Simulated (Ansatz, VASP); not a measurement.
**Au: VASP beside Ansatz**

```
Au
1.0
     1.41131   -2.55593    0.00000
     1.41131    2.55593    0.00000
     0.00000    0.00000    4.89317
Au
2
Direct
  0.66533 0.33467 0.25000
  0.33467 0.66533 0.75000
```

This isn't the form of Au at room conditions, which is fcc.

Alike in both runs: task single point; functional LDA; k mesh 12 × 12 × 6; occupations gaussian, width 0.1 eV; no spin polarisation.

|  | VASP | Ansatz |
| --- | --- | --- |
| version | VASP 6.6.1 | Ansatz 0.2.0 |
| potentials or method | VASP PAW LDA potentials, release 64 (Au) | plane waves, PAW |
| plane-wave cutoff (eV) | 520 | 500 |
| valence electrons in the cell | 22 | 38 |

|  | VASP | Ansatz | Ansatz less VASP |
| --- | --- | --- | --- |
| pressure (GPa) | -9.2 | -9.6 | -0.40 |
| largest component of the traceless stress (GPa) | 0.26 | 0.38 | +0.119 |

The two sets of potentials don't hold the same shells in valence.

The runs have no spin-orbit coupling, so splittings on Au are missing.
